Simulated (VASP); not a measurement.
Set up this calculation in VASP 6.6.1, as the native input.

```
Task                   : single point
Functional             : PBE
Potentials or basis    : VASP PAW PBE potentials, release 64 (Ga_d, N)
Cutoff                 : 520 eV
k mesh                 : 12 × 12 × 4
Occupations            : gaussian, width 0.1 eV
Spin                   : collinear spin, typed start
Starting moments       : [0.0, 1.0] μB
Dipole correction      : no
Further INCAR settings : ALGO = Normal; EDIFF = 1e-07; NBANDS = 20
```

The structure of GaN lies in POSCAR:

```
GaN
1.0
    2.2349519900      0.0000000000      0.0000000000
   -1.1174760000      1.9355252000      0.0000000000
    0.0000000000      0.0000000000      5.6255517300
Ga N
1 1
Direct
    0.0000000000      0.0000000000      0.5000000000
    0.0000000000      0.0000000000      0.0000000000
```

The cell was built by a generator and needn't be a form met in nature.

The cell isn't the ideal one: random cell by space group and Wyckoff sites (P6/mmm, No. 191).

One way to write it, as run:

INCAR

```
PREC     = Accurate       # precision mode
ENCUT    = 520            # plane-wave cutoff, eV
EDIFF    = 1E-7           # SCF threshold, eV
ISMEAR   = 0              # smearing method
SIGMA    = 0.1            # smearing width, eV
LREAL    = F              # projectors in reciprocal space
LASPH    = T              # aspherical terms in the spheres
NELM     = 150            # most SCF steps
ALGO     = Normal         # electronic algorithm
ISIF     = 2              # what is computed and relaxed
LWAVE    = F              # write WAVECAR
LCHARG   = T              # write CHGCAR
ISPIN    = 2              # spin polarisation
MAGMOM   = 0 1            # initial moments
LORBIT   = 11             # projections on sites
GGA      = PE             # functional
LELF     = T              # ELF
LVHAR    = T            
NBANDS   = 20             # bands
```

KPOINTS

```
regular mesh
0
Gamma
  12 12 4
```

Potentials or basis: VASP PAW PBE potentials, release 64 (Ga_d, N).

Launch:

```console
$ cat potpaw_PBE.64/Ga_d/POTCAR potpaw_PBE.64/N/POTCAR > POTCAR
$ mpirun -np 1 vasp_std > vasp.out
```

It gave:

```json
{
  "Pressure": "25.4 GPa",
  "Band gap on the k mesh": "none (metal or under the smearing width)",
  "Net moment": "0.10 μB per cell",
  "Site moments": "Ga -0.00; N +0.07 μB",
  "Valence electrons inside the program's atomic spheres": "Ga 12.19; N 3.28"
}
```

Caveat: so large a pressure means that the cell lies far from this level's equilibrium, or that cutoff or potentials fall short.

Wall time 64 s on 1 thread of Intel(R) Xeon(R) Platinum 8488C (Sapphire Rapids), on a shared host, peak memory 0.17 GiB.
